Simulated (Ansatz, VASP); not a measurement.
## Pb2O3H2 (Pb2(O)1(OH)2) in VASP and in Ansatz

The input INCAR:

```
ALGO = Normal
EDIFF = 1E-7
ENCUT = 520
GGA = PE
ISIF = 2
ISMEAR = 0
LASPH = True
LCHARG = True
LELF = True
LREAL = False
LVHAR = True
LWAVE = False
NBANDS = 33
NELM = 60
PREC = Accurate
SIGMA = 0.01
```

KPOINTS

```
k-points
0
Gamma
  1 1 1
```

The input POSCAR:

```
H2Pb2O3
1.0
   11.5600000000      0.0000000000      0.0000000000
    0.0000000000      9.0000000000      0.0000000000
    0.0000000000      0.0000000000     14.1600000000
Pb O H
2 3 2
Direct
    0.3892733600      0.5000000000      0.6447231600
    0.3892733600      0.5000000000      0.3551377100
    0.4246643600      0.5000000000      0.4999300800
    0.5655692000      0.5000000000      0.6820635600
    0.5655692000      0.5000000000      0.3177966100
    0.6103062300      0.5000000000      0.6243418100
    0.6103062300      0.5000000000      0.3755190700
```

Input for Ansatz:

```yaml
crystal:
  lattice:
    - [11.56, 0.0, 0.0]
    - [0.0, 9.0, 0.0]
    - [0.0, 0.0, 14.16]
  atoms:
    - { symbol: Pb, position: [0.38927336, 0.5, 0.64472316] }
    - { symbol: Pb, position: [0.38927336, 0.5, 0.35513771] }
    - { symbol: O, position: [0.42466436, 0.5, 0.49993008] }
    - { symbol: O, position: [0.5655692, 0.5, 0.68206356] }
    - { symbol: H, position: [0.61030623, 0.5, 0.62434181] }
    - { symbol: O, position: [0.5655692, 0.5, 0.31779661] }
    - { symbol: H, position: [0.61030623, 0.5, 0.37551907] }
basis:
  ecutwfc: 420
  ecutrho_ratio: 4
kpoints:
  mp_grid: { grid: [1, 1, 1] }
hamiltonian:
  xc: pbe
scf:
  occupations: { method: gaussian, width: 0.01 }
output:
  forces: true
  eigenvalues: true
  populations: true
```

Alike in both runs: task single point; functional PBE; k mesh 1 × 1 × 1; occupations gaussian, width 0.01 eV; no spin polarisation.

```csv
,VASP,Ansatz
version,VASP 6.6.1,Ansatz 0.2.0
potentials or method,"VASP PAW PBE potentials, release 64 (Pb_d, O, H)","scalar-relativistic, plane waves, PAW"
plane-wave cutoff (eV),520,420
valence electrons in the cell,48,48
```

VASP gave:

- gap on the k mesh at the Fermi level (eV): 2.96
- rms of the force components (eV/Å): 0.213

Task: What did Ansatz give for the same quantities?

Result: gap on the k mesh at the Fermi level (eV): 2.97; rms of the force components (eV/Å): 0.158.

With one functional, cell and mesh, what is left measures potentials, basis and numerics. Ansatz warned: «structure_snapped_to_symmetry».

Caveats: spin-orbit coupling is left out, which as a rule narrows the gap of such compounds by several tenths of an eV.
